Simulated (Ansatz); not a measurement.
The system is KCl.

```xyz
2
Lattice="3.8392 0.0000 0.0000 0.0000 3.8392 0.0000 0.0000 0.0000 3.8392" Properties=species:S:1:pos:R:3 pbc="T T T"
K     0.0000    0.0000    0.0000
Cl    1.9196    1.9196    1.9196
```

Measurements of this composition are mostly on another form, of space group No. 225.

Base run:

| Quantity | Value |
| --- | --- |
| Program | Ansatz 0.2.0 |
| Functional | HSE06 form with a typed share of exact exchange |
| Potentials or basis | Ansatz PAW |
| Cutoff | 420 eV (not typed: the program's choice for these potentials) |
| k mesh | 4 × 4 × 4 |
| Occupations | fermi-dirac, width 0.05 eV |
| Spin | no spin polarisation |

Its results: band gap on the k mesh 6.97 eV, indirect (least direct gap 7.20 eV); pressure -0.7 GPa.

The run is repeated on the same cell with these changes: share of exact exchange from 0.4 to 0.5. What comes out?

Band gap on the k mesh 7.53 eV, indirect (least direct gap 7.76 eV); pressure -0.9 GPa.

Caveats: the PAW data sets come from PBE, with cores solved anew for the run's functional, which leaves a small shift of forces and pressure; the thresholds are loose for stress.

A k mesh can miss the band edges.
